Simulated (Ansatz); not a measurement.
The system is MgS.

```
S Mg
1.0
     0.00000    2.83312    2.83312
     2.83312    0.00000    2.83312
     2.83312    2.83312    0.00000
S Mg
1 1
Direct
  0.25000 0.25000 0.25000
  0.00000 0.00000 0.00000
```

The cell comes from a database or a generator and needn't be the stable form of this composition.

Base run:

| Property | Result |
| --- | --- |
| Program | Ansatz 0.2.0 |
| Functional | PBE0 |
| Potentials or basis | all-electron PAW datasets made for the crystal |
| Cutoff | 250 eV |
| Density cutoff | 1000 eV |
| k mesh | 6 × 6 × 6 |
| Occupations | fermi-dirac, width 0.05 eV |
| Spin | no spin polarisation |

Its results: band gap on the k mesh 5.19 eV, direct.

Q: The run is repeated on the same cell with these changes: functional from PBE0 to HSE06. What comes out?

A: Band gap on the k mesh 4.51 eV, direct.

A k mesh can miss the band edges.

Not every run made on this cell is shown here.
